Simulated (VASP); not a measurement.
# Sb (R-3m) in VASP: further runs

One crystal, Sb, is run at these levels: PBE+D3(BJ); tasks: relaxation of cell and atoms.

Everything below comes from runs of VASP 6.6.1. Logs are shortened: lines on timing, memory, paths and dates and some standing lists are left out, and cuts for length are marked.

## 1. The crystal as given

It takes space group R-3m (No. 166, trigonal). The conventional cell has a = 4.308 Å, b = 4.308 Å, c = 11.274 Å, α = 90.00°, β = 90.00°, γ = 120.00°. Sb (site symmetry 3m) is surrounded by 3 Sb at 2.91 Å.

## 2. Relaxation of cell and atoms, PBE+D3(BJ)

File INCAR:

```
PREC = Accurate
ENCUT = 520
EDIFF = 1E-7
ISMEAR = 0
SIGMA = 1.0
LREAL = F
LASPH = T
NELM = 100
ALGO = Normal
ISIF = 3
LWAVE = F
LCHARG = F
GGA = PE
IVDW = 12
IBRION = 2
NSW = 80
EDIFFG = -0.002
```

File KPOINTS:

```
Automatic mesh
0
Gamma
  9 9 9
```

File POSCAR:

```
Sb
1.0
    2.1542000000      1.2437279500      3.7580000000
   -2.1542000000      1.2437279500      3.7580000000
    0.0000000000     -2.4874559000      3.7580000000
Sb
2
Direct
    0.2334900000      0.2334900000      0.2334900000
    0.7665100000      0.7665100000      0.7665100000
```

Potentials or basis: VASP PAW PBE potentials, release 64 (Sb).

Launch:

```sh
cat potpaw_PBE.64/Sb/POTCAR > POTCAR
mpirun -np 1 vasp_std > vasp.out
```

OUTCAR:

```text
PREC = Accurate
   ENCUT = 520
   EDIFF = 1E-7
   ISMEAR = 0
   LREAL = F
   LASPH = T
   NELM = 100
   ISIF = 3
   GGA = PE
   IVDW = 12
   IBRION = 2
   NSW = 80
   EDIFFG = -0.002
 IVDW          = 12

 ion  position               nearest neighbor table
   1  0.233  0.233  0.233-   2 2.91   2 2.91   2 2.91   2 3.35   2 3.35   2 3.35
   2  0.767  0.767  0.767-   1 2.91   1 2.91   1 2.91   1 3.35   1 3.35   1 3.35

  LATTYP: Found a trigonal (rhomboedric) cell.
 ALAT       =     4.5066618304
 COS(alpha) =     0.5430253623

  Lattice vectors:

 A1 = (   2.1542000000,   1.2437279500,   3.7580000000)
 A2 = (  -2.1542000000,   1.2437279500,   3.7580000000)
 A3 = (   0.0000000000,  -2.4874559000,   3.7580000000)

Analysis of symmetry for initial positions (statically):
=====================================================================
 Subroutine PRICEL returns:
 Original cell was already a primitive cell.

 Routine SETGRP: Setting up the symmetry group for a
 trigonal (rhombohedral) supercell.

 Subroutine GETGRP returns: Found 12 space group operations
 (whereof 12 operations were pure point group operations)
 out of a pool of 12 trial point group operations.

The static configuration has the point symmetry D_3d.

Analysis of symmetry for dynamics (positions and initial velocities):
=====================================================================
 Subroutine PRICEL returns:
 Original cell was already a primitive cell.

 Routine SETGRP: Setting up the symmetry group for a
 trigonal (rhombohedral) supercell.

 Subroutine GETGRP returns: Found 12 space group operations
 (whereof 12 operations were pure point group operations)
 out of a pool of 12 trial point group operations.

The dynamic configuration has the point symmetry D_3d.

 Subroutine INISYM returns: Found 12 space group operations
 (whereof 12 operations are pure point group operations),
 and found     1 'primitive' translations

----------------------------------------------------------------------------------------

                                     Primitive cell

  volume of cell :      60.4115

  direct lattice vectors                    reciprocal lattice vectors
     2.154200000  1.243727950  3.758000000     0.232104726  0.134005726  0.088699663
    -2.154200000  1.243727950  3.758000000    -0.232104726  0.134005726  0.088699663
     0.000000000 -2.487455900  3.758000000     0.000000000 -0.268011452  0.088699663

  length of vectors
     4.506661830  4.506661830  4.506661830     0.282307932  0.282307932  0.282307932

  position of ions in fractional coordinates (direct lattice)
     0.233490000  0.233490000  0.233490000
     0.766510000  0.766510000  0.766510000

  ion indices of the primitive-cell ions
   primitive index   ion index
                 1           1
                 2           2

----------------------------------------------------------------------------------------

 KPOINTS: Automatic mesh

Automatic generation of k-mesh.
 Grid dimensions read from file:
 generate k-points for:    9    9    9

 Generating k-lattice:

  Cartesian coordinates                     Fractional coordinates (reciprocal lattice)
     0.025789414  0.014889525  0.009855518     0.111111111 -0.000000000  0.000000000
    -0.025789414  0.014889525  0.009855518    -0.000000000  0.111111111  0.000000000
     0.000000000 -0.029779050  0.009855518     0.000000000  0.000000000  0.111111111

  Length of vectors
     0.031367548  0.031367548  0.031367548

  Shift w.r.t. Gamma in fractional coordinates (k-lattice)
     0.000000000  0.000000000  0.000000000

 Subroutine IBZKPT returns following result:
 ===========================================

 Found     85 irreducible k-points:

 Following reciprocal coordinates:
            Coordinates               Weight
  0.000000  0.000000  0.000000      1.000000
  0.111111  0.000000  0.000000      6.000000
  0.222222  0.000000  0.000000      6.000000
  0.333333  0.000000  0.000000      6.000000
  0.444444  0.000000  0.000000      6.000000
  0.111111  0.111111 -0.000000      6.000000
[... 16 lines left out ...]
 -0.333333  0.333333  0.000000      6.000000
  0.444444  0.444444  0.000000      6.000000
 [... further k-points ...]
   k-points           NKPTS =     85   k-points in BZ     NKDIM =     85   number of bands    NBANDS=      9
   number of dos      NEDOS =    301   number of ions     NIONS =      2
   total plane-waves  NPLWV =  46656
   dimension x,y,z NGX =    36 NGY =   36 NGZ =   36
   dimension x,y,z NGXF=    72 NGYF=   72 NGZF=   72
   ions per type =               2
   NGX,Y,Z   is equivalent  to a cutoff of  13.28, 13.28, 13.28 a.u.
   NGXF,Y,Z  is equivalent  to a cutoff of  26.56, 26.56, 26.56 a.u.
 SYSTEM =  unknown system
   PREC   = accura    normal or accurate (medium, high low for compatibility)
   ISTART =      0    job   : 0-new  1-cont  2-samecut
   ICHARG =      2    charge: 1-file 2-atom 10-const
   ISPIN  =      1    spin polarized calculation?
   LNONCOLLINEAR =      F non collinear calculations
   LSORBIT =      F    spin-orbit coupling
   LASPH  =      T    aspherical Exc in radial PAW
   ENCUT  =  520.0 eV  38.22 Ry    6.18 a.u.   8.38  8.38  8.38*2*pi/ulx,y,z
   NELM   =    100;   NELMIN=  2; NELMDL= -5     # of ELM steps
   EDIFF  = 0.1E-06   stopping-criterion for ELM
   LREAL  =      F    real-space projection
   EDIFFG = -.2E-02   stopping-criterion for IOM
   NSW    =     80    number of steps for IOM
   IBRION =      2    ionic relax: 0-MD 1-quasi-New 2-CG
   NFREE  =      1    steps in history (QN), initial steepest desc. (CG)
   ISIF   =      3    stress and relaxation
   ISYM   =      2    0-nonsym 1-usesym 2-fastsym
   POTIM  = 0.5000    time-step for ionic-motion
   TEBEG  =    0.0;   TEEND  =   0.0 temperature during run
   PSTRESS=    0.0 pullay stress
   NELECT =      10.0000    total number of electrons
   NUPDOWN=      -1.0000    fix difference up-down
   EMIN   =  10.00;   EMAX   =-10.00  energy-range for DOS
   EFERMI =   0.00;   METHOD = LEGACY
   ISMEAR =     0;   SIGMA  =   1.00  broadening in eV -4-tet -1-fermi 0-gaus
   EFERMI_NEDOS =   21; number of points for ismear=-14 and -15
   IALGO  =     38    algorithm
   IMIX   =      4    mixing-type and parameters
     AMIX     =   0.40;   BMIX     =  1.00
     AMIX_MAG =   1.60;   BMIX_MAG =  1.00
  volume/ion in A,a.u.               =      30.21       203.84
  Fermi-wavevector in a.u.,A,eV,Ry     =   0.898880  1.698637 10.993305  0.807985
  Thomas-Fermi vector in A             =   2.021644
   LORBIT       =      0    0 simple, 1 ext, 2 COOP (PROOUT), +10 PAW based schemes
   GGA     = PE    functional components
   LHFCALC =     F    Hartree Fock is set to
   AEXX    =    0.0000 exact exchange contribution
   IVDW    =    12    specifies the selected vdW correction
   LEPSILON=     F    determine dielectric tensor
   LRPA    =     F    only Hartree local field effects (RPA)
 conjugate gradient relaxation of ions
 non-spin polarized calculation
 Gauss-broadening in eV      SIGMA  =   1.00
  energy-cutoff  :      520.00
  volume of cell :       60.41
 maximum number of plane-waves:      1643
 NGX is ok and might be reduce to    36
   NGX = 17   NGY = 17   NGZ = 17

--------------------------------------- Ionic step        1  -------------------------------------------

 number of electron      10.0000000 magnetization

 Free energy of the ion-electron system (eV)
  ---------------------------------------------------
  ext. energy  EPLUGINS =         0.00000000
  ---------------------------------------------------
  free energy    TOTEN  =        -8.40129186 eV

  energy without entropy =       -8.00450575  energy(sigma->0) =       -8.20289880

------------------------ aborting loop because EDIFF is reached ----------------------------------------

 Edisp (eV)   -0.94507

 E8    (eV) :    -0.4410

  FORCE on cell =-STRESS in cart. coord.  units (eV):
  Direction    XX          YY          ZZ          XY          YZ          ZX
  --------------------------------------------------------------------------------------
  -------------------------------------------------------------------------------------
  Total       0.23644     0.23644     0.07548    -0.00000     0.00000     0.00000
  in kB       6.27063     6.27063     2.00192    -0.00000     0.00000     0.00000
  external pressure =        4.85 kB  Pullay stress =        0.00 kB
[... 97 lines left out ...]
  FREE ENERGIE OF THE ION-ELECTRON SYSTEM (eV)
  ---------------------------------------------------
  free  energy   TOTEN  =        -9.3647394930 eV

  energy  without entropy=       -8.9235756011  energy(sigma->0) =       -9.14415755

[... ionic steps 4 to 20 ...]

--------------------------------------- Ionic step       21  -------------------------------------------

 number of electron      10.0000001 magnetization

------------------------ aborting loop because EDIFF is reached ----------------------------------------

 Edisp (eV)   -0.98396

 E8    (eV) :    -0.4589
[... 69 lines left out ...]
  energy  without entropy=       -8.9010619898  energy(sigma->0) =       -9.15460539

--------------------------------------- Ionic step       23  -------------------------------------------

 number of electron      10.0000001 magnetization

 Free energy of the ion-electron system (eV)
  ---------------------------------------------------
  ext. energy  EPLUGINS =         0.00000000
  ---------------------------------------------------
  free energy    TOTEN  =        -8.42433246 eV

  energy without entropy =       -7.91743293  energy(sigma->0) =       -8.17088269

 E-fermi :   7.4823     XC(G=0):  -9.7378

 val. band max:        7.4262789085   @ k =  -0.2222   0.3333   0.1111
 cond. band min:       7.5443414720   @ k =   0.4444   0.4444   0.4444
 fundamental gap:      0.1180625635
 Fermi energy:         7.4822746225

 k-point     1 :       0.0000    0.0000    0.0000
  band No.  band energies     occupation
      1      -5.1184      2.00000
      2       3.1083      2.00000
      3       5.8027      1.98247
      4       5.8027      1.98247
      5       5.8079      1.98211
      6      10.8088      0.00000
      7      10.8110      0.00000
      8      10.8110      0.00000
      9      12.2724      0.00000
[... 265 lines left out ...]
 k-point    24 :       0.4444    0.4444    0.0000
  band No.  band energies     occupation
      1      -2.7526      2.00000
      2       0.1350      2.00000
      3       1.9711      2.00000
      4       3.8608      2.00000
      5       3.8644      2.00000
      6       9.5995      0.00275
      7      12.8111      0.00000
      8      12.8125      0.00000
      9      14.5748      0.00000

 [... further k-points ...]

------------------------ aborting loop because EDIFF is reached ----------------------------------------

 Edisp (eV)   -0.98382

 E8    (eV) :    -0.4588

  FORCE on cell =-STRESS in cart. coord.  units (eV):
  Direction    XX          YY          ZZ          XY          YZ          ZX
  --------------------------------------------------------------------------------------
  -------------------------------------------------------------------------------------
  Total      -0.00122    -0.00122     0.00174     0.00000     0.00000     0.00000
  in kB      -0.03365    -0.03365     0.04791     0.00000     0.00000     0.00000
  external pressure =       -0.01 kB  Pullay stress =        0.00 kB
[... 17 lines left out ...]
  FREE ENERGIE OF THE ION-ELECTRON SYSTEM (eV)
  ---------------------------------------------------
  free  energy   TOTEN  =        -9.4081498362 eV

  energy  without entropy=       -8.9012503098  energy(sigma->0) =       -9.15470007

 reached required accuracy - stopping structural energy minimisation
```

Run time: 3.2 min. Hardware: 1 thread of Intel Xeon 6975P-C (Granite Rapids), shared host; peak memory 0.24 GiB.

What came out:

| Item | Value |
| --- | --- |
| Free energy | -9.4081 eV |
| Relaxed volume | 29.05 Å³/atom |
| Relaxed cell | a = 4.347 Å, b = 4.347 Å, c = 4.347 Å, α = 60.02°, β = 60.02°, γ = 60.02° |
| Space group after relaxing (to 0.05 Å) | Pm-3m (No. 221) |
| Energy gained by relaxing | 30.9 meV/atom |
| Ionic steps | 23 |
| Pressure after relaxing | 0.0 GPa |
| Band gap on the k mesh | none (metal or under the smearing width) |
| Dispersion energy per atom | -0.492 eV |

Step by step:
```tsv
step	energy change (eV)	largest force (eV/Å)	pressure (GPa)	volume (Å³)
1	0.0000	0.4830	0.48	60.41
2	-0.0163	0.2556	-0.86	61.21
3	-0.0184	0.1550	-1.51	61.66
4	-0.0306	0.1369	-1.14	60.80
5	-0.0508	0.1088	0.38	58.26
6	-0.0514	0.1039	0.86	57.66
7	-0.0569	0.0523	0.50	57.76
8	-0.0606	0.0099	0.21	57.89
9	-0.0568	0.0942	0.24	58.14
10	-0.0612	0.0051	0.15	57.95
11	-0.0613	0.0117	0.13	57.97
12	-0.0614	0.0059	-0.12	58.21
13	-0.0614	0.0069	-0.07	58.17
14	-0.0616	0.0046	-0.05	58.14
15	-0.0618	0.0007	0.01	58.09
16	-0.0618	0.0028	0.03	58.07
17	-0.0618	0.0031	-0.05	58.15
18	-0.0618	0.0029	0.00	58.09
19	-0.0618	0.0029	-0.01	58.10
20	-0.0618	0.0027	0.00	58.10
21	-0.0618	0.0021	0.01	58.09
22	-0.0618	0.0016	-0.02	58.11
23	-0.0618	0.0020	0.00	58.10
```

Final structure:
```
Sb
1.0
     2.17398    1.25515    3.54852
    -2.17398    1.25515    3.54852
     0.00000   -2.51030    3.54852
Sb
2
Cartesian
  0.0000 0.0000 2.6597
  0.0000 0.0000 7.9859
```

Caveat: pairwise dispersion overbinds metals, which lowers pressure and volume. The run has no spin-orbit coupling, so splittings on Sb are missing.

## 3. Relaxation of cell and atoms, PBE+D3(BJ)

This run uses another cell than the first one, of 29.05 Å³/atom, 0.962 times its volume.

INCAR is that of step 2.

KPOINTS is that of step 2.

File POSCAR:

```
Sb                                      
1.0
    2.1739831631      1.2551497645      3.5485178664
   -2.1739831631      1.2551497645      3.5485178664
    0.0000000000     -2.5102995291      3.5485178664
  Sb            
     2
Direct
     0.2498399193361564    0.2498399193361564    0.2498399193361564
     0.7501600806638433    0.7501600806638433    0.7501600806638433
```

Potentials or basis: VASP PAW PBE potentials, release 64 (Sb).

Launch:

```sh
cat potpaw_PBE.64/Sb/POTCAR > POTCAR
mpirun -np 1 vasp_std > vasp.out
```

Run time: 12 s. Hardware: 1 thread of Intel Xeon 6975P-C (Granite Rapids), shared host; peak memory 0.2 GiB.

It converged, with:

```
Free energy                : -9.4081 eV
Pressure after relaxing    : 0.0 GPa
Band gap on the k mesh     : none (metal or under the smearing width)
Dispersion energy per atom : -0.492 eV
```

Final structure:
```xyz
2
Lattice="2.1740 1.2551 3.5485 -2.1740 1.2551 3.5485 0.0000 -2.5103 3.5485" Properties=species:S:1:pos:R:3 pbc="T T T"
Sb    0.0000    0.0000    2.6597
Sb    0.0000    0.0000    7.9859
```

Levels at points of the mesh, in eV from the Fermi level:
| k point | band 1 | band 2 | band 3 | band 4 | band 5 | band 6 | band 7 | band 8 | band 9 |
| --- | --- | --- | --- | --- | --- | --- | --- | --- | --- |
| (0.00, 0.00, 0.00) | -12.60 | -4.37 | -1.68 | -1.68 | -1.67 | 3.33 | 3.33 | 3.33 | 4.78 |

Caveat: the relaxation stopped at its first step, so nothing moved; pairwise dispersion overbinds metals, which lowers pressure and volume. Spin-orbit coupling is left out, which matters for the levels of Sb.
